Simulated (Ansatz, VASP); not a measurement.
**One calculation of Mg, two programs**

```
Mg
1.0
     3.14652    0.00000    0.00000
    -1.57326    2.72496    0.00000
     0.00000    0.00000    5.04921
Mg
2
Direct
  0.33333 0.66667 0.25000
  0.66667 0.33333 0.75000
```

Alike in both runs: functional LDA; k mesh 12 × 12 × 8; occupations fermi-dirac, width 0.15 eV; no spin polarisation.

Ansatz relaxed the structure, and its values are those at the end. VASP's run is a single point on that final structure, the one shown.

|  | VASP | Ansatz |
| --- | --- | --- |
| version | VASP 6.6.1 | Ansatz 0.2.0 |
| potentials or method | VASP PAW LDA potentials, release 64 (Mg) | scalar-relativistic, plane waves, PAW |
| plane-wave cutoff (eV) | 520 | 420 |
| valence electrons in the cell | 4 | 20 |

Ansatz gave:

* gap on the k mesh at the Fermi level (eV): none
* pressure (GPa): 0.0

Q: Which values does VASP return?

A: gap on the k mesh at the Fermi level (eV): none; pressure (GPa): -0.3.

A gap of «none» marks a metal or a gap that the smearing closes. The two sets of potentials don't hold the same shells in valence. Ansatz warned: «pseudo_functional_mismatch».
